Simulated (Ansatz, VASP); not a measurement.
# AlRu in VASP and in Ansatz

POSCAR

```
AlRu
1.0
    2.9916000000      0.0000000000      0.0000000000
    0.0000000000      2.9916000000      0.0000000000
    0.0000000000      0.0000000000      2.9916000000
Ru Al
1 1
Direct
    0.5000000000      0.5000000000      0.5000000000
    0.0000000000      0.0000000000      0.0000000000
```

The input INCAR.step1:

```
ALGO = Normal
EDIFF = 1E-5
ENCUT = 600
GGA = PE
ISMEAR = -1
LASPH = T
LCHARG = F
LREAL = F
LWAVE = T
NELM = 60
PREC = Accurate
SIGMA = 0.05
```

INCAR.step2

```
AEXX = 0.25
ALGO = Normal
EDIFF = 1E-6
EDIFFG = -0.01
ENCUT = 600
GGA = PE
IBRION = 2
ISIF = 3
ISMEAR = -1
ISTART = 1
LASPH = T
LCHARG = F
LHFCALC = T
LREAL = F
LWAVE = F
NELM = 60
NSW = 40
PREC = Accurate
PRECFOCK = Fast
SIGMA = 0.05
```

File KPOINTS:

```
k-points
0
Gamma
  5 5 5
```

The input input.yaml:

```yaml
crystal:
  lattice:
    - [2.9916, 0.0, 0.0]
    - [0.0, 2.9916, 0.0]
    - [0.0, 0.0, 2.9916]
  atoms:
    - { symbol: Ru, position: [0.5, 0.5, 0.5] }
    - { symbol: Al, position: [0.0, 0.0, 0.0] }
hamiltonian:
  xc: pbe0
  pseudopotentials: { kind: paw }
kpoints:
  mp_grid: { grid: [5, 5, 5] }
scf:
  occupations: { method: fermi_dirac, width: 0.05 }
output:
  forces: true
  stress: true
  eigenvalues: true
relax:
  f_tol: 0.01
  max_steps: 40
  cell: { stress_tol: 0.05 }
```

Alike in both runs: task relaxation of cell and atoms; functional PBE0; k mesh 5 × 5 × 5; occupations fermi-dirac, width 0.05 eV; no spin polarisation.

```csv
,VASP,Ansatz
version,VASP 6.6.1,Ansatz 0.2.0
potentials or method,"VASP PAW PBE potentials, release 64 (Ru_pv, Al)",Ansatz PAW
plane-wave cutoff (eV),600,420
valence electrons in the cell,17,19
```

```tsv
	VASP	Ansatz	Ansatz less VASP
gap on the k mesh at the Fermi level, each at its own relaxed structure (eV)	none	none	-
relaxed volume (Å³/atom)	13.18	13.21	+0.028
relaxed cell length with the largest relative difference (Å)	2.976	2.978	+0.0021
energy change over the relaxation (meV/atom)	-11	-2	+9.3
```

A gap of «none» marks a metal or a gap that the smearing closes. The two sets of potentials don't hold the same shells in valence.

Caveats: the k mesh is coarse (spacing up to 0.42 Å⁻¹), so the values aren't converged, least of all with exact exchange; the PAW data sets were made with another functional, which shifts forces and pressure a little (VASP); the plane-wave basis is chosen anew once the cell has moved, so the energies of steps on either side of that aren't comparable (Ansatz); the PAW data sets come from PBE, with cores solved anew for the run's functional, which leaves a small shift of forces and pressure (Ansatz).
